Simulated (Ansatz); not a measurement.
Cells of relaxed bulk TiAl (Pm-3m, 16.17 Å³/atom, gap on the mesh 0.00 eV) whose upper half is shifted onto another sublattice; atoms and the cell's height are relaxed. Energies are the mean of the cell's two boundaries over the bulk on a matched mesh.

All numbers below come from Ansatz 0.2.0, DFT PBE, scalar-relativistic, plane waves, PAW.

Settings: cutoff 420 eV, Γ-centred mesh 10×8×2 on the computed 16-atom cell, Gaussian smearing of 0.10 eV; no spin polarisation.

Start ((110), species swapped):

```
CELL_PARAMETERS angstrom
3.18630 0.00000 0.00000
0.00000 4.50611 0.00000
0.00000 0.00000 18.02446
ATOMIC_POSITIONS crystal
Ti 0.50000 0.50000 0.25000
Ti 0.50000 0.00000 0.12500
Al 0.00000 0.00000 0.00000
Al 0.00000 0.50000 0.12500
Al 0.50000 0.50000 0.50000
Ti 0.50000 0.00000 0.37500
Al 0.00000 0.00000 0.25000
Al 0.00000 0.50000 0.37500
Al 0.50000 0.50000 0.75000
Al 0.50000 0.00000 0.62500
Ti 0.00000 0.00000 0.50000
Ti 0.00000 0.50000 0.62500
Ti 0.50000 0.50000 0.00000
Al 0.50000 0.00000 0.87500
Ti 0.00000 0.00000 0.75000
Ti 0.00000 0.50000 0.87500
```

Task: Give the relaxed structure and its energy.

Result: The free energy falls by 6 meV/atom.

```
boundary energy (mJ/m²)                  : -422
boundary energy on a denser mesh (mJ/m²) : -418
excess width (Å)                         : 0.14
gap on the mesh (eV)                     : 0
denser mesh                              : 16×12×4
```

Relaxed structure:
```
CELL_PARAMETERS angstrom
3.18630 0.00000 0.00000
0.00000 4.50611 0.00000
0.00000 0.00000 18.30220
ATOMIC_POSITIONS crystal
Ti 0.50000 0.50000 0.25092
Ti 0.50000 0.00000 0.12408
Al 0.00000 0.00000 0.99759
Al 0.00000 0.50000 0.12625
Al 0.50000 0.50000 0.49759
Ti 0.50000 0.00000 0.37613
Al 0.00000 0.00000 0.24875
Al 0.00000 0.50000 0.37741
Al 0.50000 0.50000 0.74875
Al 0.50000 0.00000 0.62625
Ti 0.00000 0.00000 0.49887
Ti 0.00000 0.50000 0.62408
Ti 0.50000 0.50000 0.99887
Al 0.50000 0.00000 0.87741
Ti 0.00000 0.00000 0.75092
Ti 0.00000 0.50000 0.87613
```

Small energy differences in metals hang on the k mesh (about 10 mJ/m² or 1 to 2 meV/atom on the mesh of the relaxation).

It took 98 s on 2 threads of Intel(R) Xeon(R) 6975P-C (Granite Rapids), on a shared host, peak memory 1.2 GiB.